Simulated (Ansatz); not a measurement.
Results of G0W0@HSE06 in Ansatz (plane waves, hard PAW, contour deformation) for fluorite SrF2.

The same calculation (at the measured cell, 16.256 Å³/atom) with different numerical settings; throughout: k mesh 2×2×2:

| run | response cutoff (eV) | empty bands | quasiparticle gap on the mesh (eV) | quasiparticle gap at Γ (eV) | rough time |
|---|---|---|---|---|---|
| 1 | 100 | 203 | 10.899 | 11.029 | 100 core-s |
| 2 | 150 | 374 | 11.049 | 11.179 | 3 core-min |
| 3 | 200 | 575 | 11.180 | 11.309 | 6 core-min |
| 4 | 250 | 804 | 11.289 | 11.415 | 6 core-min |
| 5 | 300 | 1057 | 11.368 | 11.493 | 20 core-min |
| 6 | 400 | 1628 | 11.465 | 11.587 | 40 core-min |
| 7 | 500 | 2275 | 11.518 | 11.639 | 50 core-min |

In the column quasiparticle gap on the mesh (eV) the first row differs from the last by -0.619 and the next to last by -0.053.

The last row is no converged limit: other settings stay fixed.

Spin–orbit coupling is not included.

Note: GW on a hybrid start was not checked against another program.

Ansatz is a quantum-chemistry and plane-wave program.
